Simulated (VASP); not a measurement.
AlH3:

```
Al H
1.0
     2.20370    1.27231    3.90353
    -2.20370    1.27231    3.90353
     0.00000   -2.54462    3.90353
Al H
2 6
Cartesian
  0.0000 0.0000 5.8553
  0.0000 0.0000 0.0000
  -0.8096 1.1424 4.8794
  1.3941 0.1300 4.8794
  0.5845 1.2723 6.8312
  -1.3941 -0.1300 6.8312
  0.8096 -1.1424 6.8312
  -0.5845 -1.2723 4.8794
```

The cell comes from a database or a generator and needn't be the stable form of this composition.

| Property | Result |
| --- | --- |
| Program | VASP 6.6.1 |
| Task | relaxation of cell and atoms |
| Functional | LDA |
| Potentials or basis | VASP PAW LDA potentials, release 64 (Al, H) |
| Cutoff | 600 eV |
| k mesh | 9 × 9 × 9 |
| Occupations | gaussian, width 0.02 eV |
| Spin | no spin polarisation |

At the start: pressure -0.0 GPa; volume 8.21 Å³/atom.

Question: Where does the relaxation end?

Answer: Over 16 steps the energy falls by 4.6 meV/atom and the volume is 7.80 Å³/atom (-5.0 %); space group R-3c (No. 167, to 0.05 Å).

Step by step:
| step | energy change (eV) | largest force (eV/Å) | pressure (GPa) | volume (Å³) |
| --- | --- | --- | --- | --- |
| 1 | 0.0000 | 0.1012 | -0.03 | 65.67 |
| 2 | -0.0028 | 0.0914 | -0.19 | 65.65 |
| 3 | -0.0096 | 0.0611 | -0.67 | 65.61 |
| 4 | -0.0149 | 0.0035 | -1.64 | 65.52 |
| 5 | -0.0169 | 0.0036 | -1.55 | 65.33 |
| 6 | -0.0221 | 0.0045 | -1.27 | 64.75 |
| 7 | -0.0292 | 0.0076 | -0.68 | 63.61 |
| 8 | -0.0290 | 0.0191 | 0.62 | 61.36 |
| 9 | -0.0316 | 0.0114 | -0.07 | 62.54 |
| 10 | -0.0334 | 0.0051 | 0.01 | 62.48 |
| 11 | -0.0363 | 0.0140 | 0.25 | 62.28 |
| 12 | -0.0364 | 0.0194 | 0.32 | 62.22 |
| 13 | -0.0368 | 0.0082 | -0.01 | 62.42 |
| 14 | -0.0368 | 0.0072 | -0.04 | 62.44 |
| 15 | -0.0368 | 0.0062 | -0.04 | 62.42 |
| 16 | -0.0369 | 0.0032 | -0.04 | 62.36 |

Final structure:
```
Al H
1.0
     2.14958    1.24106    3.89612
    -2.14958    1.24106    3.89612
     0.00000   -2.48212    3.89612
Al H
2 6
Direct
  0.50000 0.50000 0.50000
  0.00000 0.00000 0.00000
  0.40687 0.75000 0.09313
  0.75000 0.09313 0.40687
  0.90687 0.59313 0.25000
  0.25000 0.90687 0.59313
  0.59313 0.25000 0.90687
  0.09313 0.40687 0.75000
```
